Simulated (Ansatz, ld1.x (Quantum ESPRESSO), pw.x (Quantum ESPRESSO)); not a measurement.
**Equation-of-state test of one RRKJ potential (Mn (Z = 25))**

manganese (Mn), norm-conserving RRKJ (Kleinman–Bylander form), made with ld1.x (Quantum ESPRESSO) 7.5 (PBEsol, scalar-relativistic). Core [Ar], reference 3d5 4s2 4p0. Waves: 4p (bound, empty): rc 2.60 bohr; 3d (bound): rc 1.40 bohr; 4s (bound): rc 2.15 bohr. Local part: the s channel. Core correction: none.

Atomic tests: cutoffs needed: 90 Ry and 120 Ry (the cutoffs (Ry, on a coarse ladder) from which the occupation-weighted sum of valence levels, in a spherical-Bessel basis at the reference potential, stays within 10 and 1 mRy of its value at 400 Ry); ghost test: no extra level below or beside the all-electron valence levels (p, d, s, f tested) (spherical-Bessel basis up to 400 Ry, 20 bohr box); largest excitation error: -1097 meV (all-electron minus pseudo) for 3d3 4s0 4p0, out of 7 test configurations.

Crystal test: fcc Mn in pw.x 7.5, no spin, 16³ k-points, Fermi–Dirac smearing 0.01 Ry, cutoffs 145/580 Ry. The reference is all-electron LAPW (Ansatz 0.2.0) with the same functional, mesh and smearing; V0 and B0 come from Birch–Murnaghan fits to the pressures at five volumes. Errors are pseudo minus all-electron; Δ is the rms difference of the E(V) curves that follow from these fits, minima aligned, over ±6 % about the mean V0. Mesh and smearing are coarse, so the numbers serve the comparison and aren't converged zero-temperature values; the lattice is a test structure that the element need not adopt. Spin polarisation and strong correlation are left out, which matters for this element.

All-electron: a0 = 3.463 Å (V0 = 10.38 Å³/atom), B0 = 305.3 GPa.

Task: How far does the potential miss the all-electron equation of state?

Result: mean pressure error (GPa): +24.51. The pressure does not cross zero within the volumes sampled, so no fit is given. The largest radius (2.60 bohr) exceeds half the bond length (2.31 bohr), so the spheres overlap, which is one possible source of error among others. This is a poor potential for the solid.

```tsv
V (Å³/atom)	P all-electron (GPa)	P pseudo (GPa)
9.854	17.95	46.68
10.114	8.55	34.96
10.373	0.34	24.65
10.632	-6.84	15.57
10.892	-13.11	7.58
```

Task: At the middle volume, how do free energy and pressure move when the wave cutoff is lowered (ecutrho kept at four times it)?

Result:

| cutoff (Ry) | shift of F (meV/atom) | shift of P (GPa) |
| --- | --- | --- |
| 65 | +3368.9 | -313.28 |
| 87 | +60.0 | -10.94 |
| 116 | +12.3 | -1.14 |

The run at the middle volume (145 k-points, 8 iterations) took about 39 s on one core of a shared host (Neoverse-V1, 32 threads, 247 GiB, load 15).
